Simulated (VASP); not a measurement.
Input of a VASP 6.6.1 run:

The input INCAR:

```
PREC     = Accurate       # precision mode
ENCUT    = 520            # plane-wave cutoff, eV
EDIFF    = 1E-7           # SCF threshold, eV
ISMEAR   = -1             # smearing method
SIGMA    = 0.05           # smearing width, eV
LREAL    = F              # projectors in reciprocal space
LASPH    = T              # aspherical terms in the spheres
NELM     = 80             # most SCF steps
ALGO     = Fast           # electronic algorithm
ISIF     = 2              # what is computed and relaxed
LWAVE    = F              # write WAVECAR
LCHARG   = F              # write CHGCAR
LMAXMIX  = 4              # l up to which the mixer works
GGA      = AM             # functional
```

The input KPOINTS:

```
regular mesh
0
Gamma
  10 10 5
```

POSCAR

```
TaN
1.0
    2.9217699809      0.0000000000      0.0000000000
   -1.4608849905      2.5303270275      0.0000000000
    0.0000000000      0.0000000000      5.9165150000
Ta N
2 2
Direct
    0.0000000000      0.0000000000      0.5000000000
    0.0000000000      0.0000000000      0.0000000000
    0.3333333333      0.6666666667      0.2500000000
    0.6666666667      0.3333333333      0.7500000000
```

Contents of KPOINTS_OPT:

```
path GMKGALHA,LM,KH
10
line-mode
reciprocal
 0.0000000000  0.0000000000  0.0000000000  G
 0.5000000000  0.0000000000  0.0000000000  M

 0.5000000000  0.0000000000  0.0000000000  M
 0.3333333333  0.3333333333  0.0000000000  K

 0.3333333333  0.3333333333  0.0000000000  K
 0.0000000000  0.0000000000  0.0000000000  G

 0.0000000000  0.0000000000  0.0000000000  G
 0.0000000000  0.0000000000  0.5000000000  A

 0.0000000000  0.0000000000  0.5000000000  A
 0.5000000000  0.0000000000  0.5000000000  L

 0.5000000000  0.0000000000  0.5000000000  L
 0.3333333333  0.3333333333  0.5000000000  H

 0.3333333333  0.3333333333  0.5000000000  H
 0.0000000000  0.0000000000  0.5000000000  A

 0.5000000000  0.0000000000  0.5000000000  L
 0.5000000000  0.0000000000  0.0000000000  M

 0.3333333333  0.3333333333  0.0000000000  K
 0.3333333333  0.3333333333  0.5000000000  H
```

Potentials or basis: VASP PAW PBE potentials, release 64 (Ta_pv, N).

Run with:

```console
$ cat potpaw_PBE.64/Ta_pv/POTCAR potpaw_PBE.64/N/POTCAR > POTCAR
$ mpirun -np 1 vasp_std > vasp.out
```

(1) Predict the band gap along the path.

(2) What does it give for the pressure?

Results:

(1) none (metal or under the smearing width).

(2) -11.3 GPa.

Caveat: the PAW data sets were made with another functional, which shifts forces and pressure a little; spin-orbit coupling is left out, which moves the levels of the heavy elements.
